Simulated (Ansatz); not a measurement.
**B (fcc type): how the settings move a single-point run**

How sensitive is a single-point run of B (fcc type) to its settings? A reference run comes first, then one run with altered input.

Method: reference: DFT, PBE, PAW with Ansatz's default frozen-core files, scalar-relativistic, in Ansatz 0.2.0.

## Step 1: The structure to begin with

The structure is cubic, space group Fm-3m (No. 225). The conventional cell has a = 2.616 Å, b = 2.616 Å, c = 2.616 Å, α = 90.00°, β = 90.00°, γ = 90.00°. Around B (site symmetry m-3m) lie 12 B at 1.85 Å.

Structure file:

```
CELL_PARAMETERS angstrom
0.00000 1.30779 1.30779
1.30779 0.00000 1.30779
1.30779 1.30779 0.00000
ATOMIC_POSITIONS crystal
B 0.00000 0.00000 0.00000
```

## Step 2: Reference

Contents of input.yaml:

```yaml
crystal:
  lattice:
    - [0.0, 1.3077880083, 1.3077880083]
    - [1.3077880083, 0.0, 1.3077880083]
    - [1.3077880083, 1.3077880083, 0.0]
  atoms:
    - { symbol: B, position: [0.0, 0.0, 0.0] }
kpoints:
  mp_grid: { grid: [24, 24, 24] }
scf:
  occupations: { method: fermi_dirac, width: 0.05 }
hamiltonian:
  xc: pbe
  pseudopotentials: { kind: paw }
output:
  forces: true
  stress: true
  eigenvalues: true
  populations: true
```

The run is started by

```
ansatz run input.yaml --threads 1 --pin off --max-ram 2048MiB --backend cpu --events-out ev --progress --plain --runs-dir out
```

## Step 3: Variant: occupations.width 0.2

Edit input.yaml of step 2 so:

```diff
@@ -10,3 +10,3 @@
 scf:
-  occupations: { method: fermi_dirac, width: 0.05 }
+  occupations: { method: fermi_dirac, width: 0.2 }
 hamiltonian:
```

Q: Predict the outcome of this session. Wanted: for each run, ending; energy change; pressure; gap; force.

**Answer**, as computed:

| run | ending | energy change | pressure (GPa) | gap (eV) | force (eV/Å) | cycles | time |
| --- | --- | --- | --- | --- | --- | --- | --- |
| reference | converged | 0 | 123.5 | 0.00 | 0.00 | 6 | 2.5 s |
| 1: occupations.width 0.2 | converged | 0.0 meV/atom (σ→0) | 123.8 | 0.00 | 0.00 | 6 | 1.9 s |

Residual by cycle in the longest SCF loop of each run; runs are numbered as in the table. The quantity is the density residual dr2, in eV.

```
cycle  reference    run 1
    1     9.6e-4   9.5e-4
    2     2.0e-4   1.9e-4
    3     1.6e-7   1.6e-7
    4     1.1e-9  8.1e-10
    5    6.7e-12  5.6e-12
    6    6.7e-14  6.4e-14
```

**Reading.** Changing the smearing moves the energy by 0.0 meV/atom (σ→0 values), and the pressure goes from 123.5 to 123.8 GPa. The structure is not at rest: the sound run finds 124 GPa, so these are no properties of the relaxed crystal. 
